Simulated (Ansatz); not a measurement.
input.yaml

```yaml
crystal:
  lattice:
    - [3.5069754792, 0.0, 0.0]
    - [-1.7534877396, 3.0371298554, 0.0]
    - [0.0, 0.0, 5.43697228]
  atoms:
    - { symbol: Sn, position: [0.0, 0.0, 0.0] }
    - { symbol: S, position: [0.6666666667, 0.3333333333, 0.2705877223] }
    - { symbol: S, position: [0.3333333333, 0.6666666667, 0.7294122777] }
basis:
  ecutwfc: 420
kpoints:
  mp_grid: { grid: [9, 9, 6] }
hamiltonian:
  xc: pbe
scf:
  occupations: { method: gaussian, width: 0.02 }
output:
  forces: true
  stress: true
  eigenvalues: true
  populations: true
```

It can be run as
```bash
ansatz run input.yaml --threads 1 --pin off --backend cpu --events-out ev --progress --plain --runs-dir out  # memory cap (--max-ram) not shown
```

Level of theory: Ansatz 0.2.0, DFT PBE, scalar-relativistic, plane waves, PAW.

Part of what the program printed, abridged (iterations and final results):

```
SCF iter   1: F=—  HF=-7828.979774 eV  |F-HF|=—  |Δ(HF+E_count)|=         —  Δρ=1.38e-3  dr2=1.54e-3  ethr=1.77e-3  ⟨swp⟩=6.5  Hψ=6281  notcnv=0
SCF iter   2: F=—  HF=-7828.978009 eV  |F-HF|=—  |Δ(HF+E_count)|=   1.77e-3  Δρ=8.41e-4  dr2=4.43e-4  ethr=5.94e-6  ⟨swp⟩=2.0  Hψ=2459  notcnv=0
SCF iter   3: F=—  HF=-7828.978095 eV  |F-HF|=—  |Δ(HF+E_count)|=   8.60e-5  Δρ=3.21e-4  dr2=4.00e-5  ethr=1.70e-6  ⟨swp⟩=2.0  Hψ=1860  notcnv=0
SCF iter   4: F=—  HF=-7828.978135 eV  |F-HF|=—  |Δ(HF+E_count)|=   4.05e-5  Δρ=1.47e-4  dr2=8.03e-6  ethr=1.54e-7  ⟨swp⟩=2.4  Hψ=1562  notcnv=0
SCF iter   5: F=—  HF=-7828.978139 eV  |F-HF|=—  |Δ(HF+E_count)|=   3.40e-6  Δρ=1.33e-5  dr2=1.18e-7  ethr=3.09e-8  ⟨swp⟩=2.0  Hψ=1835  notcnv=0
SCF iter   6: F=-7828.978139 eV  HF=-7828.978139 eV  |F-HF|=1.24e-8  |Δ(HF+E_count)|=   2.26e-7  Δρ=3.67e-6  dr2=1.02e-8  ethr=3.85e-10  ⟨swp⟩=6.1  Hψ=4723  notcnv=0
SCF 1 converged in 6 iterations: F = -7828.978139 eV  dr2 = 1.02e-8
SCF converged after 6 iterations
Free energy (F): -7828.978139 eV
Harris-Foulkes:  -7828.978139 eV  (|F-HF|=1.24e-8)
Internal energy: -7828.978139 eV  (E = F + TS)
E sigma→0 (E₀):  -7828.978139 eV
Fermi energy:    9.730769 eV
--- Per-component energies (eV) ---
  E_band       = -65.018121
  E_kinetic    = 407.068312
  E_local      = -1325.785777  (includes V_loc(G=0)·N_el)
  E_nonlocal   = 27.742865
  E_hartree    = 737.064140
  E_xc         = -577.385927
  E_vxc        = -272.420605  (∫ρ·V_xc dr)
  E_paw        = -5343.908575  (= ΣΔE_a)
  E_vpaw       = -375.751182  (= ΣTr[D̂ρ^β])
  E_aug_tail   = 0.000003  (compensation charges beyond the density's cutoff)
  E_ewald      = -1753.773178
  E_smearing   =  0.000000  (= −TS)
--- Forces (eV/Å), atoms counted from 1 ---
  atom   1  Sn     0.00000000     0.00000000     0.00000000
  atom   2  S      0.00000000     0.00000000     0.52681727
  atom   3  S      0.00000000     0.00000000    -0.52681727
--- Stress (GPa, compression-positive) ---
       16.108470       0.000000       0.000000
        0.000000      16.108470       0.000000
        0.000000       0.000000      13.270243
  P = ⅓ Tr σ = 15.1624 GPa (151.624 kbar)
--- Band table (eV; the first three rows and the last of 62) ---
  k-point 0: bands = ["-12.2117", "-12.2117", "-12.1444", "-12.1038", "-12.1038", "-5.8563", "-3.2407", "2.3039", "8.2559", "8.2559", "8.4118", "8.4118", "9.1555", "11.4378", "12.6560", "14.6787", "14.6787"]
  k-point 1: bands = ["-12.2117", "-12.2117", "-12.1442", "-12.1038", "-12.1038", "-5.7794", "-3.4478", "2.6989", "8.1605", "8.1605", "8.3974", "8.5366", "8.5366", "11.9541", "12.7209", "14.5296", "14.5296"]
  k-point 2: bands = ["-12.2117", "-12.2117", "-12.1438", "-12.1039", "-12.1039", "-5.5883", "-3.8683", "3.6684", "7.0354", "8.0679", "8.0679", "8.6901", "8.6901", "12.6237", "12.8637", "14.2593", "14.2593"]
  k-point 61: bands = ["-12.2451", "-12.2451", "-12.1103", "-12.1103", "-12.0651", "-2.7464", "-2.7464", "1.4352", "3.9974", "3.9974", "4.5205", "8.6605", "8.6605", "12.5097", "13.9205", "13.9205", "15.8094"]
--- Löwdin populations: 3 sites ---
  site symbol q [e]
     0     Sn     13.2046
     1      S      6.3144
     2      S      6.3144
  spilling = 0.006410 (of n_electrons = 26.000000)
```

Self-consistency was reached.

 The cell holds layers, and where no dispersion correction was added their binding is poorly described.